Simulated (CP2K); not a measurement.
The system is TaN.

```xyz
2
Lattice="2.9380 0.0000 0.0000 -1.4690 2.5444 0.0000 0.0000 0.0000 2.8830" Properties=species:S:1:pos:R:3 pbc="T T T"
Ta    0.0000    0.0000    1.4415
N     1.4690    0.8481    0.0000
```

Base run:

```yaml
Program: CP2K 2026.2
Functional: PBEsol
Dispersion: D3(BJ)
Potentials_or_basis: POTENTIAL_UZH Ta GTH-PBE-q13, N GTH-PBE-q5; TZVP-MOLOPT-PBE-GTH basis
Density_cutoff: 6123 eV
k_mesh: 10 × 10 × 9
Occupations: fermi-dirac, width 0.05 eV
Spin: no spin polarisation
```

Its results: band gap on the k mesh none (metal or under the smearing width); pressure -12.9 GPa.

The run is repeated on the same cell with these changes: dispersion from D3(BJ) to D4. What comes out?

Band gap on the k mesh none (metal or under the smearing width); pressure -8.7 GPa.

Caveats: the potentials were made for another functional, which shifts forces and pressure; the basis of atomic orbitals isn't converged, which shifts pressures, moduli and gaps; pairwise dispersion overbinds metals, which lowers pressure and volume.
